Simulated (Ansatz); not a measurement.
Computed with Ansatz, DFT PBE, scalar-relativistic, plane waves, PAW. Cutoff 420 eV, Γ-centred meshes of about 0.25 Å⁻¹ or finer for metals and 0.3 Å⁻¹ for insulators (2π included), Gaussian smearing. No spin polarisation.

All energies are static (0 K, no zero-point motion).

Compare these two cells of Hf₅O₃, each relaxed at this level.

A.

```
Hf O
1.0
     1.61288    0.93120   13.12521
    -1.61288    0.93120   13.12521
     0.00000   -1.86240   13.12521
Hf O
5 3
Direct
  0.20179 0.20179 0.20179
  0.79821 0.79821 0.79821
  0.00000 0.00000 0.00000
  0.59857 0.59857 0.59857
  0.40143 0.40143 0.40143
  0.50000 0.50000 0.50000
  0.69722 0.69722 0.69722
  0.30278 0.30278 0.30278
```

B.

```
Hf O
1.0
     1.61944    0.93498   12.94869
    -1.61944    0.93498   12.94869
     0.00000   -1.86997   12.94869
Hf O
5 3
Direct
  0.73536 0.73536 0.73536
  0.26464 0.26464 0.26464
  0.00000 0.00000 0.00000
  0.86877 0.86877 0.86877
  0.13123 0.13123 0.13123
  0.36689 0.36689 0.36689
  0.63311 0.63311 0.63311
  0.50000 0.50000 0.50000
```

Question: Which would you expect to be lower, and how large is the difference?

Answer: B is lower, by 72 meV/atom. A has space group R-3m (No. 166), 14.8 Å³/atom and no gap on its mesh; B has space group R-3m (No. 166), 14.7 Å³/atom and no gap. In A, Hf on a site of symmetry 3m has 3 O at 2.32 Å and 9 Hf at 3.12–3.23 Å; Hf on a site of symmetry -3m is surrounded by 6 O at 2.22 Å; O on a site of symmetry -3m has 6 Hf at 2.32 Å; 2 more sites not described. In B, around Hf on a site of symmetry 3m lie 3 O at 2.32 Å and 12 Hf at 3.07–3.26 Å; around Hf on a site of symmetry -3m lie 6 O at 2.28 Å; around O on a site of symmetry 3m lie 6 Hf at 2.28–2.32 Å; 2 more sites not described. Both come from trial cells of a structure search, whose lowest cell (C2/m, 14.7 Å³/atom) lies 12 meV/atom below the lower of the two.

Spin–orbit coupling, which can matter for Hf, is left out. Cells relaxed within their symmetry can be saddle points. Some structure types and database cells were kept out of the candidates from the start, so a known form may be missing.

Both cells have the same sequence of filled and empty oxygen layers, with O in octahedral holes between close-packed Hf planes, so the 72 meV/atom mainly reflects how the metal planes are stacked. In A they follow the cubic sequence throughout, giving a rocksalt-like arrangement with whole oxygen layers missing. B is mostly hexagonal, with cubic stacking only at the Hf plane that has oxygen on both sides. That one fault keeps filled octahedra from sharing faces, which would bring O atoms close together.

The preference for B fits the chemistry of a group 4 suboxide. Oxygen takes up only part of the metal valence charge, and the remaining d electrons hold the Hf planes together, probably favouring hexagonal stacking much as in elemental hafnium. The nearly equal volumes and similar Hf–O distances give little sign that packing density or Hf–O bond length decides the order. Because the layer filling is the same in both, the comparison doesn't show whether complete oxygen layers are preferable to partly filled ones.
